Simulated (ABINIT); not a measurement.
**Ta in ABINIT: convergence with nband**

Input of the first run (nband 8); the others differ in this setting and in those tied to it:

Contents of run.abi:

```
# Pseudopotentials
pp_dirpath "./"
pseudos "Ta.upf"

# Structure
acell 3*1.0 Angstrom
rprim
    -1.6207340000     1.6546480000     1.6292400000
     1.6978010000    -1.6261700000     1.6778290000
     1.6224360000     1.6278720000    -1.6007620000
ntypat 1
znucl 73
natom 1
typat 1
xred
     0.0019110000    -0.0235750000    -0.0041030000
chkprim 0
chksymtnons 0
tolsym 1.0e-6

# Plane-wave basis
ecut 789.130201 eV

# k points
kptopt 1
ngkpt 9 9 9
nshiftk 1
shiftk 0.0 0.0 0.0

# Exchange and correlation
ixc 11

# Bands and occupations
nband 8
occopt 3
tsmear 0.05 eV

# SCF cycle
nstep 100
tolvrs 1.0e-10

# Output
iomode 3
prtwf 0
prtden 0
prteig 0
prtebands 0
enunit 2
```

Potentials or basis: PseudoDojo NC SR PBE v0.4.1 standard.

Launch:

```sh
$ abinit run.abi > log 2>&1
```

The cell isn't the ideal one: cell strained at random at fixed volume.

Hardware: 1 thread of Arm Neoverse V2 (shared host).

```tsv
nband	energy less the tightest run, at zero smearing (meV/atom)	SCF cycles	CPU time (s)	peak memory (GiB)
8	0.00	8	58	0.1
9	0.00	8	62	0.1
10	0.00	8	69	0.11
11	0.00	8	77	0.11
12	0.00	8	85	0.11
15	0.00	8	100	0.13
21	0.00	8	150	0.16
```

Against the tightest run, the energy stays within 1 meV/atom from 8 on. The tightest run that finished is the yardstick and may itself not be fully converged.

The run has no spin-orbit coupling, so splittings on Ta are missing.
